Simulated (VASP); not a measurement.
CdS in VASP 6.6.1, single-point calculation

INCAR

```
LREAL = .FALSE.
MAGMOM = 1 1
PREC = Accurate
LWAVE = .FALSE.
IBRION = -1
ISPIN = 2
EDIFF = 1E-7
NBANDS = 16
NELM = 120
ISMEAR = -1
ISIF = 2
NSW = 0
LASPH = .TRUE.
GGA = PE
IVDW = 21
LCHARG = .FALSE.
SIGMA = 0.02
ENCUT = 520
```

KPOINTS

```
KPOINTS created by Atomic Simulation Environment
0
Gamma
8 8 8
0 0 0
```

POSCAR

```
Cd S
 1.0000000000000000
     0.0000000000000000    3.0567834368000000    2.7523563374000002
     3.0567834368000000    0.0000000000000000    2.7523563374000002
     3.0567834368000000    3.0567834368000000    0.0000000000000000
 Cd  S
   1   1
Cartesian
  0.0000000000000000  0.0000000000000000  0.0000000000000000
  1.5283917184000000  1.5283917184000000  1.3761781687000001
```

The recommended PBE PAW datasets give the neutral cell 18 valence electrons.

Command

```
mpirun -np 1 vasp_std
```

OSZICAR

```
N       E                     dE             d eps       ncg     rms          rms(c)
DAV:   1     0.109030725440E+03    0.10903E+03   -0.90807E+03  3856   0.103E+03
DAV:   2    -0.202954497795E+01   -0.11106E+03   -0.10448E+03  4568   0.253E+02
DAV:   3    -0.628575598128E+01   -0.42562E+01   -0.42474E+01  4640   0.513E+01
DAV:   4    -0.631227536226E+01   -0.26519E-01   -0.26517E-01  4816   0.396E+00
DAV:   5    -0.631264641517E+01   -0.37105E-03   -0.37105E-03  4672   0.444E-01    0.932E+00
DAV:   6    -0.611783200093E+01    0.19481E+00   -0.93084E-01  5352   0.113E+01    0.641E+00
DAV:   7    -0.612211329462E+01   -0.42813E-02   -0.20390E-01  4232   0.318E+00    0.368E+00
DAV:   8    -0.612676677348E+01   -0.46535E-02   -0.27724E-02  4072   0.133E+00    0.132E+00
DAV:   9    -0.612592430816E+01    0.84247E-03   -0.27052E-03  4656   0.392E-01    0.400E-01
DAV:  10    -0.612563820695E+01    0.28610E-03   -0.46710E-04  4344   0.199E-01    0.992E-02
DAV:  11    -0.612576440300E+01   -0.12620E-03   -0.90199E-05  4816   0.864E-02    0.754E-02
DAV:  12    -0.612583248106E+01   -0.68078E-04   -0.35287E-05  4608   0.447E-02    0.528E-02
DAV:  13    -0.612585528528E+01   -0.22804E-04   -0.20371E-05  4680   0.287E-02    0.809E-03
DAV:  14    -0.612585776185E+01   -0.24766E-05   -0.18633E-06  4808   0.984E-03    0.226E-03
DAV:  15    -0.612585837726E+01   -0.61541E-06   -0.74933E-07  4648   0.512E-03    0.203E-03
DAV:  16    -0.612585840956E+01   -0.32301E-07   -0.11959E-07  4392   0.256E-03
   1 F= -.64912372E+01 E0= -.64912372E+01  d E =-.234226E-10  mag=     0.0000
```

Standard output (part)

```
POSCAR found type information on POSCAR CdS
 POSCAR found :  2 types and       2 ions
 LDA part: xc-table for (Slater+PW92), standard interpolation
 POSCAR, INCAR and KPOINTS ok, starting setup
 WAVECAR not read
 entering main loop
 augmentation electrons   18.0457795910152
 total        electrons   18.0457795910152
 augmentation electrons -1.033063137954865E-008
 total        electrons -1.033063137954865E-008
 augmentation electrons   251.124511530183
 total        electrons   251.124511530183
 augmentation electrons   247.916703880183
 total        electrons   247.916703880183
 augmentation electrons   5.01150026901020
 soft         electrons   13.0342796781755
 total        electrons   18.0457799471857
 augmentation electrons  1.761267726759537E-006
 soft         electrons -1.771598217459314E-006
 total        electrons -1.033049069977711E-008
 Hirshfeld-I algorithm:
 translations:           2           2           2
 H-I iteration:           1
 atom:           1  0.984938344764780       0.129040138863515
 atom:           2 -0.984938344764780      -0.129040138863515
 H-I iteration:           2
 atom:           1   1.09194524356645       0.107006898801666
 atom:           2  -1.09194524356645      -0.107006898801666
 H-I iteration:           3
 atom:           1   1.17807943409606       8.613419052961868E-002
 atom:           2  -1.17807943409606      -8.613419052961868E-002
 H-I iteration:           4
 atom:           1   1.24707590568748       6.899647159141709E-002
...
```

It converged. Results: pressure -1.2 GPa; magnetic moment of the cell 0.00 μB.

For comparison, a separate PBE run of the intended cell, on usual settings and not on those above, gives a gap of 0.89 eV on its mesh and a pressure of 0.7 GPa.

The run above took about 1.8 min on one core of a shared host (Intel Xeon Platinum 8488C) and held 0.25 GiB at most.
